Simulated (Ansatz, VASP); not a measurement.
**MgI2 in VASP and in Ansatz**

```
CELL_PARAMETERS angstrom
4.19568 0.00000 0.00000
-2.09784 3.63357 0.00000
0.00000 0.00000 7.10573
ATOMIC_POSITIONS crystal
Mg 0.00000 0.00000 0.00000
I 0.33333 0.66667 0.23408
I 0.66667 0.33333 0.76592
```

Alike in both runs: task single point; functional PBE; k mesh 6 × 6 × 4; occupations gaussian, width 0.1 eV; no spin polarisation.

|  | VASP | Ansatz |
| --- | --- | --- |
| version | VASP 6.6.1 | Ansatz 0.2.0 |
| potentials or method | VASP PAW PBE potentials, release 64 (Mg, I) | scalar-relativistic, plane waves, PAW |
| plane-wave cutoff (eV) | 520 | 420 |
| valence electrons in the cell | 16 | 44 |

VASP gave:

| Property | Result |
| --- | --- |
| gap on the k mesh at the Fermi level (eV) | 3.60 |
| least direct gap on the mesh (eV) | 3.70 |
| pressure (GPa) | 0.4 |
| largest component of the traceless stress (GPa) | 0.20 |
| rms of the force components (eV/Å) | 0.004 |

Which values does Ansatz return?

gap on the k mesh at the Fermi level (eV): 3.62; least direct gap on the mesh (eV): 3.72; pressure (GPa): 0.5; largest component of the traceless stress (GPa): 0.20; rms of the force components (eV/Å): 0.009.

Atom by atom the forces differ by 0.005 eV/Å (rms over components). With one functional, cell and mesh, what is left measures potentials, basis and numerics. The two sets of potentials don't hold the same shells in valence. Ansatz warned: «structure_snapped_to_symmetry».

Caveats: spin-orbit coupling is left out, which moves the levels of the heavy elements; this functional lacks dispersion, which binds the layers, so the pressure and a relaxed spacing across them are unreliable. A k mesh can miss the band edges.
